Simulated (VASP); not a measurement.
A run of VASP 6.6.1:

Contents of INCAR:

```
PREC = Accurate ; ENCUT = 520
EDIFF = 1E-7 ; ISMEAR = -1
SIGMA = 0.0834 ; LREAL = F
LASPH = T ; NELM = 100
ALGO = Normal ; ISIF = 2
LWAVE = F ; LCHARG = F
GGA = PS ; NBANDS = 14
```

Contents of KPOINTS:

```
regular mesh
0
Gamma
  5 5 5
```

POSCAR

```
NiSb
1.0
    0.0000000000      2.8138847259      2.8138847259
    2.8138847259      0.0000000000      2.8138847259
    2.8138847259      2.8138847259      0.0000000000
Ni Sb
1 1
Direct
    0.7500000000      0.7500000000      0.7500000000
    0.0000000000      0.0000000000      0.0000000000
```

Potentials or basis: VASP PAW PBE potentials, release 64 (Ni, Sb).

The run is started by

```bash
$ cat potpaw_PBE.64/Ni/POTCAR potpaw_PBE.64/Sb/POTCAR > POTCAR
$ mpirun -np 1 vasp_std > vasp.out
```

Hardware: 1 thread of Intel(R) Xeon(R) Platinum 8259CL CPU @ 2.50GHz (Skylake/Cascade Lake), with other jobs on the host.

Q: How long does it take, and how much memory?

A: Run time: 10 s on 1 thread of Intel(R) Xeon(R) Platinum 8259CL CPU @ 2.50GHz (Skylake/Cascade Lake), with other jobs on the host, peak memory 0.16 GiB. Counts: scf iterations 15, k points 10.
